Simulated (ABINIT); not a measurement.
# WC (Qusongite) (P-6m2) in ABINIT: settings compared

One crystal, WC (Qusongite), is run at these levels: AM05, PBE; tasks: equation of state, band structure.

All numbers are computed with ABINIT 10.8.3 (patched build); they aren't measurements. Logs are shortened: lines on timing, memory, paths and dates and some standing lists are left out, and cuts for length are marked. The log counts tension as positive stress, the text compression.

## 1. The crystal as given

The structure is hexagonal, space group P-6m2 (No. 187). The conventional cell has a = 2.907 Å, b = 2.907 Å, c = 2.837 Å, α = 90.00°, β = 90.00°, γ = 120.00°. W (site symmetry -6m2) is surrounded by 6 C at 2.20 Å. C (site symmetry -6m2) has 6 W at 2.20 Å as nearest neighbours.

## 2. Equation of state, AM05

The input, run.abi:

```
# Datasets: one volume each
ndtset 7
getwfk -1
scalecart1 3*0.9795861087
scalecart2 3*0.9864848297
scalecart3 3*0.9932883884
scalecart4 3*1.0000000000
scalecart5 3*1.0066227096
scalecart6 3*1.0131594038
scalecart7 3*1.0196128224

# Pseudopotentials
pp_dirpath "./"
pseudos "W.GGA_PBE-JTH.xml, C.GGA_PBE-JTH.xml"

# Structure
acell 3*1.0
rprim
     5.4924889812     0.0000000000     0.0000000000
    -2.7462444906     4.7566349877     0.0000000000
     0.0000000000     0.0000000000     5.3603971251
ntypat 2
znucl 74 6
natom 2
typat 1 2
xred
     0.0000000000     0.0000000000     0.0000000000
     0.6666666667     0.3333333333     0.5000000000

# Plane-wave basis
ecut 19.0
pawecutdg 38.0

# k points
kptopt 1
ngkpt 10 10 9
nshiftk 1
shiftk 0.0 0.0 0.0

# Exchange and correlation
ixc -120135

# Bands and occupations
nband 13
occopt 3
tsmear 0.05 eV

# SCF cycle
nstep 100
tolvrs 1.0e-9

# Output
iomode 3
prtwf 1
prtden 0
prteig 0
prtebands 0
```

Potentials or basis: JTH PAW PBE v2.0.

On the command line:

```console
abinit run.abi > log 2>&1
```

run.abo:

```text
.Version 10.8.3 of ABINIT
 DATASET    1 : space group P-6 m 2 (#187); Bravais hP (primitive hexag.)
================================================================================
 Values of the parameters that define the memory need for DATASET  1.
     intxc =       0    ionmov =       0      iscf =      17    lmnmax =      18
     lnmax =       6     mgfft =      24  mpssoang =       3    mqgrid =    3001
     natom =       2  nloc_mem =       2    nspden =       1   nspinor =       1
    nsppol =       1      nsym =      12    n1xccc =       1    ntypat =       2
    occopt =       3   xclevel =       2
       mpw =         537          nfft =       13824          nkpt =          70
 PAW method is used; the additional fine FFT grid is defined by:
   mgfftf=        30    nfftf =     27000
================================================================================
================================================================================
[... 71 lines left out ...]
 DATASET    7 : space group P-6 m 2 (#187); Bravais hP (primitive hexag.)
================================================================================
 Values of the parameters that define the memory need for DATASET  7.
     intxc =       0    ionmov =       0      iscf =      17    lmnmax =      18
     lnmax =       6     mgfft =      24  mpssoang =       3    mqgrid =    3001
     natom =       2  nloc_mem =       2    nspden =       1   nspinor =       1
    nsppol =       1      nsym =      12    n1xccc =       1    ntypat =       2
    occopt =       3   xclevel =       2
       mpw =         611          nfft =       13824          nkpt =          70
 PAW method is used; the additional fine FFT grid is defined by:
   mgfftf=        32    nfftf =     32768
================================================================================
================================================================================

--------------------------------------------------------------------------------
------------- Echo of variables that govern the present computation ------------
--------------------------------------------------------------------------------
 -outvars: echo values of preprocessed input variables --------
            acell      1.0000000000E+00  1.0000000000E+00  1.0000000000E+00 Bohr
              amu      1.83850000E+02  1.20110000E+01
             ecut      1.90000000E+01 Hartree
           getwfk          -1
                       outvar_i_n : Printing only first  50 k-points.
              ixc     -120135
           jdtset        1    2    3    4    5    6    7
                       outvar_i_n : Printing only first  50 k-points.
         kptrlatt       10    0    0      0   10    0      0    0    9
          kptrlen1     4.72587350E+01
          kptrlen2     4.75915540E+01
          kptrlen3     4.79197820E+01
          kptrlen4     4.82435741E+01
          kptrlen5     4.85630773E+01
          kptrlen6     4.88784308E+01
          kptrlen7     4.91897668E+01
            natom           2
            nband          13
           ndtset           7
            ngfft          24      24      24
          ngfftdg1         30      30      30
          ngfftdg2         32      32      30
          ngfftdg3         32      32      30
          ngfftdg4         32      32      30
          ngfftdg5         32      32      30
          ngfftdg6         32      32      32
          ngfftdg7         32      32      32
             nkpt          70
            nstep         100
             nsym          12
           ntypat           2
                       prtocc : prtvol=0, do not print more k-points.
           occopt           3
        pawecutdg      3.80000000E+01 Hartree
         pawxcdev           0
           prtden           0
        prtebands           0
           prteig           0
            rprim1     5.3803659082E+00  0.0000000000E+00  0.0000000000E+00
                      -2.6901829541E+00  4.6595335581E+00  0.0000000000E+00
                       0.0000000000E+00  0.0000000000E+00  5.2509705609E+00
            rprim2     5.4182570572E+00  0.0000000000E+00  0.0000000000E+00
                      -2.7091285286E+00  4.6923482558E+00  0.0000000000E+00
                       0.0000000000E+00  0.0000000000E+00  5.2879504451E+00
            rprim3     5.4556255284E+00  0.0000000000E+00  0.0000000000E+00
                      -2.7278127642E+00  4.7247103011E+00  0.0000000000E+00
                       0.0000000000E+00  0.0000000000E+00  5.3244202216E+00
            rprim4     5.4924889812E+00  0.0000000000E+00  0.0000000000E+00
                      -2.7462444906E+00  4.7566349877E+00  0.0000000000E+00
                       0.0000000000E+00  0.0000000000E+00  5.3603971251E+00
            rprim5     5.5288641407E+00  0.0000000000E+00  0.0000000000E+00
                      -2.7644320704E+00  4.7881367999E+00  0.0000000000E+00
                       0.0000000000E+00  0.0000000000E+00  5.3958974786E+00
            rprim6     5.5647668616E+00  0.0000000000E+00  0.0000000000E+00
                      -2.7823834308E+00  4.8192294682E+00  0.0000000000E+00
                       0.0000000000E+00  0.0000000000E+00  5.4309367554E+00
            rprim7     5.6002121921E+00  0.0000000000E+00  0.0000000000E+00
                      -2.8001060961E+00  4.8499260249E+00  0.0000000000E+00
                       0.0000000000E+00  0.0000000000E+00  5.4655296419E+00
          spgroup         187
           tolvrs      1.00000000E-09
           tsmear      1.83746611E-03 Hartree
            typat      1  2
           useylm           1
                       outvars : Printing only first  50 k-points.
           xangst1     0.0000000000E+00  0.0000000000E+00  0.0000000000E+00
                       1.4235835115E+00  8.2190632357E-01  1.3893469770E+00
           xangst2     0.0000000000E+00  0.0000000000E+00  0.0000000000E+00
                       1.4336090778E+00  8.2769458697E-01  1.3991314330E+00
           xangst3     0.0000000000E+00  0.0000000000E+00  0.0000000000E+00
                       1.4434963495E+00  8.3340300593E-01  1.4087809203E+00
           xangst4     0.0000000000E+00  0.0000000000E+00  0.0000000000E+00
                       1.4532499990E+00  8.3903427812E-01  1.4182999990E+00
           xangst5     0.0000000000E+00  0.0000000000E+00  0.0000000000E+00
                       1.4628744517E+00  8.4459095849E-01  1.4276929881E+00
           xangst6     0.0000000000E+00  0.0000000000E+00  0.0000000000E+00
                       1.4723739026E+00  8.5007546899E-01  1.4369639814E+00
           xangst7     0.0000000000E+00  0.0000000000E+00  0.0000000000E+00
                       1.4817523331E+00  8.5549010841E-01  1.4461168650E+00
            xcart1     0.0000000000E+00  0.0000000000E+00  0.0000000000E+00
                       2.6901829541E+00  1.5531778527E+00  2.6254852804E+00
            xcart2     0.0000000000E+00  0.0000000000E+00  0.0000000000E+00
                       2.7091285286E+00  1.5641160853E+00  2.6439752225E+00
            xcart3     0.0000000000E+00  0.0000000000E+00  0.0000000000E+00
                       2.7278127642E+00  1.5749034337E+00  2.6622101108E+00
            xcart4     0.0000000000E+00  0.0000000000E+00  0.0000000000E+00
                       2.7462444906E+00  1.5855449959E+00  2.6801985626E+00
            xcart5     0.0000000000E+00  0.0000000000E+00  0.0000000000E+00
                       2.7644320704E+00  1.5960456000E+00  2.6979487393E+00
            xcart6     0.0000000000E+00  0.0000000000E+00  0.0000000000E+00
                       2.7823834308E+00  1.6064098227E+00  2.7154683777E+00
            xcart7     0.0000000000E+00  0.0000000000E+00  0.0000000000E+00
                       2.8001060961E+00  1.6166420083E+00  2.7327648210E+00
             xred      0.0000000000E+00  0.0000000000E+00  0.0000000000E+00
                       6.6666666667E-01  3.3333333333E-01  5.0000000000E-01
            znucl       74.00000    6.00000

================================================================================

 chkinp: Checking input parameters for consistency, jdtset=   1.

 chkinp: Checking input parameters for consistency, jdtset=   2.
[... 42 lines left out ...]
 getcut: wavevector=  0.0000  0.0000  0.0000  ngfft=  30  30  30
         ecut(hartree)=     38.000   => boxcut(ratio)=   2.01082

--- Pseudopotential description ------------------------------------------------
- pspini: atom type   1  psp file is ./W.GGA_PBE-JTH.xml
 Pseudopotential format is: paw10
 basis_size (lnmax)=  6 (lmn_size= 18), orbitals=   0   0   1   1   2   2
 Spheres core radius: rc_sph= 2.41188978
 Shapefunction is BESSEL type: shapef(r,l)=aa(1,l)*jl(q(1,l)*r)+aa(2,l)*jl(q(2,l)*r)
 Radius for shape functions =  2.10354610
 Compensation charge density is not taken into account in XC energy/potential

- pspini: atom type   2  psp file is ./C.GGA_PBE-JTH.xml
 Pseudopotential format is: paw10
 basis_size (lnmax)=  4 (lmn_size=  8), orbitals=   0   0   1   1
 Spheres core radius: rc_sph= 1.50736703
 Shapefunction is SIN type: shapef(r)=[sin(pi*r/rshp)/(pi*r/rshp)]**2
 Radius for shape functions =  1.30052589
 Compensation charge density is not taken into account in XC energy/potential

   9.26042540E+02                                ecore*ucvol(ha*bohr**3)
--------------------------------------------------------------------------------

[... 1242 lines left out ...]
-Cartesian components of stress tensor (GPa)         [Pressure= -2.5153E+01 GPa]
- sigma(1 1)=  2.36948780E+01  sigma(3 2)=  0.00000000E+00
- sigma(2 2)=  2.36948780E+01  sigma(3 1)=  0.00000000E+00
- sigma(3 3)=  2.80679396E+01  sigma(2 1)=  0.00000000E+00

== END DATASET(S) ==============================================================
================================================================================

 -outvars: echo values of variables after computation  --------
            acell      1.0000000000E+00  1.0000000000E+00  1.0000000000E+00 Bohr
           etotal1    -7.4829496080E+01
           etotal2    -7.4831247520E+01
           etotal3    -7.4832060849E+01
           etotal4    -7.4832026812E+01
           etotal5    -7.4831246728E+01
           etotal6    -7.4829769629E+01
           etotal7    -7.4827689449E+01
            fcart1     6.2557204963E-30  2.2753974049E-28 -0.0000000000E+00
                      -6.2557204963E-30 -2.2753974049E-28 -0.0000000000E+00
            fcart2     7.4543673216E-29  1.8649717579E-28 -0.0000000000E+00
                      -7.4543673216E-29 -1.8649717579E-28 -0.0000000000E+00
            fcart3     2.4677694694E-29  1.4247673675E-29 -0.0000000000E+00
                      -2.4677694694E-29 -1.4247673675E-29 -0.0000000000E+00
            fcart4     9.8048270370E-29  5.6608195292E-29 -0.0000000000E+00
                      -9.8048270370E-29 -5.6608195292E-29 -0.0000000000E+00
            fcart5    -0.0000000000E+00 -0.0000000000E+00 -0.0000000000E+00
                      -0.0000000000E+00 -0.0000000000E+00 -0.0000000000E+00
[... 38 lines left out ...]
                       0.0000000000E+00  0.0000000000E+00  0.0000000000E+00
           xangst1     0.0000000000E+00  0.0000000000E+00  0.0000000000E+00
                       1.4235835115E+00  8.2190632357E-01  1.3893469770E+00
           xangst2     0.0000000000E+00  0.0000000000E+00  0.0000000000E+00
                       1.4336090778E+00  8.2769458697E-01  1.3991314330E+00
           xangst3     0.0000000000E+00  0.0000000000E+00  0.0000000000E+00
                       1.4434963495E+00  8.3340300593E-01  1.4087809203E+00
           xangst4     0.0000000000E+00  0.0000000000E+00  0.0000000000E+00
                       1.4532499990E+00  8.3903427812E-01  1.4182999990E+00
           xangst5     0.0000000000E+00  0.0000000000E+00  0.0000000000E+00
                       1.4628744517E+00  8.4459095849E-01  1.4276929881E+00
           xangst6     0.0000000000E+00  0.0000000000E+00  0.0000000000E+00
                       1.4723739026E+00  8.5007546899E-01  1.4369639814E+00
           xangst7     0.0000000000E+00  0.0000000000E+00  0.0000000000E+00
                       1.4817523331E+00  8.5549010841E-01  1.4461168650E+00
             xred      0.0000000000E+00  0.0000000000E+00  0.0000000000E+00
                       6.6666666667E-01  3.3333333333E-01  5.0000000000E-01
 Calculation completed.
```

Run time: 2 min. Hardware: 1 thread of Arm Neoverse V1, shared host; peak memory 0.14 GiB.

Results:

| Quantity | Value |
| --- | --- |
| Equilibrium volume | 10.26 Å³/atom |
| Bulk modulus at fixed shape and positions | 417 GPa |
| Pressure derivative of the bulk modulus | 4.3 |

Energy against volume, from the lowest point:
```csv
volume (Å³/atom),energy (meV/atom)
9.754,34.90
9.961,11.07
10.169,0.00
10.376,0.46
10.584,11.08
10.791,31.17
10.999,59.48
```

Caveat: pressures at fixed basis lie under the slope of the energies; the cell was scaled at fixed shape and fractional positions, which overstates the stiffness of a crystal with free parameters, most of all of layers and chains; the PAW data sets were made with another functional, which shifts forces and pressure a little.

## 3. Band structure, PBE, spin-orbit coupling, no magnetisation

The input, run.abi:

```
# Datasets: ground state, then fixed potential
ndtset 2

# Pseudopotentials
pp_dirpath "./"
pseudos "W.GGA_PBE-JTH.xml, C.GGA_PBE-JTH.xml"

# Structure
acell 5.4924889812 5.4924889812 5.3603971251
rprim
     1.0000000000     0.0000000000     0.0000000000
    -0.5000000000     0.8660254038     0.0000000000
     0.0000000000     0.0000000000     1.0000000000
ntypat 2
znucl 74 6
natom 2
typat 1 2
xred
     0.0000000000     0.0000000000     0.0000000000
     0.6666666667     0.3333333333     0.5000000000

# Plane-wave basis
ecut 517.016339 eV
pawecutdg 38.0

# Exchange and correlation
ixc 11

# Bands and occupations
occopt 3
tsmear 0.05 eV

# Spin
nspinor 2
nspden 1
pawspnorb 1

# SCF cycle
nstep 100

# Output
iomode 3
prtwf 0
prteig 0
prtebands 0
prtden1 1

# Dataset 1
kptopt1 4
ngkpt1 10 10 9
nshiftk1 1
shiftk1 0.0 0.0 0.0
nband1 26
tolvrs1 1.0e-9

# Dataset 2: bands along G-M-K-G-A-L-H-A
iscf2 -2
getden2 1
nband2 38
nbdbuf2 8
tolwfr2 1.0e-11
kptopt2 -7
ndivsm2 8
prteig2 1
prtvol2 -3
kptbounds2
     0.0000000000     0.0000000000     0.0000000000
     0.5000000000     0.0000000000     0.0000000000
     0.3333333333     0.3333333333     0.0000000000
     0.0000000000     0.0000000000     0.0000000000
     0.0000000000     0.0000000000     0.5000000000
     0.5000000000     0.0000000000     0.5000000000
     0.3333333333     0.3333333333     0.5000000000
     0.0000000000     0.0000000000     0.5000000000
```

Potentials or basis: JTH PAW PBE v2.0.

On the command line:

```console
abinit run.abi > log 2>&1
```

It took 3.8 min on 1 thread of Arm Neoverse V1, shared host; peak memory 0.18 GiB.

It converged, with:

| Quantity | Value |
| --- | --- |
| Free energy | -2035.9880 eV |
| Pressure | 6.9 GPa |
| Band gap on the k mesh | none (metal or under the smearing width) |
| Valence electrons inside the program's atomic spheres | W 11.88; C 2.48 |

Stress tensor (GPa, compression positive):
```
7.07 0.00 0.00
0.00 7.07 0.00
0.00 0.00 6.57
```

Levels at the corners of the path, in eV from the Fermi level:
| point | band 14 | band 15 | band 16 | band 17 | band 18 | band 19 | band 20 | band 21 | band 22 | band 23 |
| --- | --- | --- | --- | --- | --- | --- | --- | --- | --- | --- |
| Γ | -3.53 | -3.22 | -3.22 | 0.07 | 0.07 | 3.00 | 3.00 | 3.39 | 3.39 | 5.54 |
| M | -3.68 | -3.60 | -3.60 | -0.48 | -0.48 | 2.30 | 2.30 | 4.34 | 4.34 | 4.99 |
| K | -4.29 | -3.56 | -3.42 | 0.35 | 0.70 | 0.73 | 1.17 | 2.02 | 2.10 | 2.93 |
| Γ | -3.53 | -3.22 | -3.22 | 0.07 | 0.07 | 3.00 | 3.00 | 3.39 | 3.39 | 5.54 |
| A | -2.15 | -2.01 | -2.01 | -0.88 | -0.88 | -0.32 | -0.32 | 3.56 | 3.56 | 4.50 |
| L | -4.36 | -4.21 | -4.21 | 0.29 | 0.29 | 4.35 | 4.35 | 5.19 | 5.19 | 6.72 |
| H | -5.23 | -1.78 | -1.57 | -0.73 | -0.51 | 4.26 | 4.34 | 6.27 | 6.53 | 7.24 |
| A | -2.15 | -2.01 | -2.01 | -0.88 | -0.88 | -0.32 | -0.32 | 3.56 | 3.56 | 4.50 |
